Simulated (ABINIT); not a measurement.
Runs of ABINIT 10.8.3 (patched build) on ZrS2. The structure is trigonal, space group P-3m1 (No. 164). The conventional cell has a = 3.691 Å, b = 3.691 Å, c = 6.041 Å, α = 90.00°, β = 90.00°, γ = 120.00°. Around Zr (site symmetry -3m) lie 6 S at 2.57 Å. Around S (site symmetry 3m) lie 3 Zr at 2.57 Å. The cell is a database's computed one.

```tsv
task	level	potentials or basis	k mesh	mesh quality	gap on the mesh (eV)	pressure (GPa)	largest force (eV/Å)
single point	PBEsol	JTH PAW PBE v2.0	5 × 5 × 3	not flagged	1.08	-2.5	(d)
single point	PBEsol	JTH PAW PBE v2.0	10 × 10 × 6	not flagged	0.96	-2.6	0.15
single point	PBEsol	JTH PAW PBE v2.0	3 × 3 × 2	coarse	1.15	-2.0	(c)
band structure	BP86	JTH PAW PBE v2.0	8 × 8 × 5	not flagged	1.04	0.8	0.06
single point	PBE	JTH PAW PBE v2.0	8 × 8 × 5	not flagged	(a)	0.3	0.03
band structure	LDA	JTH PAW LDA v2.0	8 × 8 × 5	not flagged	0.93	-4.7	0.31
single point	PBEsol	JTH PAW PBE v2.0	6 × 6 × 4	not flagged	(b)	-2.6	0.16
```

Alike in all rows: no spin polarisation; cell as given; cutoff (eV) 544; smearing fermi-dirac 0.05 eV.

Task: Estimate the missing entries.

Result: (a) 1.05; (b) 1.00; (c) 0.28; (d) 0.17.

Caveats: some runs use coarse meshes; the PAW data sets were made with another functional, which shifts forces and pressure a little (some runs); this functional lacks dispersion, which binds the layers, so the pressure and a relaxed spacing across them are unreliable (some runs); an odd mesh through Γ misses points on the zone boundary, where band edges often lie (some runs).

A k mesh can miss the band edges, and the runs leave out spin-orbit coupling on Zr.
